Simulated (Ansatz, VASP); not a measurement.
# Two plane-wave programs on InAs

```
In As
1.0
    -1.91034    1.91034    3.75350
     1.91034   -1.91034    3.75350
     1.91034    1.91034   -3.75350
In As
1 1
Direct
  0.00000 0.00000 0.00000
  0.50000 0.50000 0.00000
```

Alike in both runs: task single point; functional PBE; k mesh 6 × 6 × 6; occupations gaussian, width 0.1 eV; no spin polarisation.

|  | VASP | Ansatz |
| --- | --- | --- |
| version | VASP 6.6.1 | Ansatz 0.2.0 |
| potentials or method | VASP PAW PBE potentials, release 64 (In_d, As) | scalar-relativistic, plane waves, PAW |
| plane-wave cutoff (eV) | 520 | 420 |
| valence electrons in the cell | 18 | 28 |

```csv
,VASP,Ansatz,Ansatz less VASP
gap on the k mesh at the Fermi level (eV),none,none,-
pressure (GPa),1.6,1.6,-0.05
largest component of the traceless stress (GPa),6.61,6.55,-0.058
```

A gap of «none» marks a metal or a gap that the smearing closes. The two sets of potentials don't hold the same shells in valence.

Caveats: the k mesh is coarse (spacing up to 0.39 Å⁻¹), so the values aren't converged.
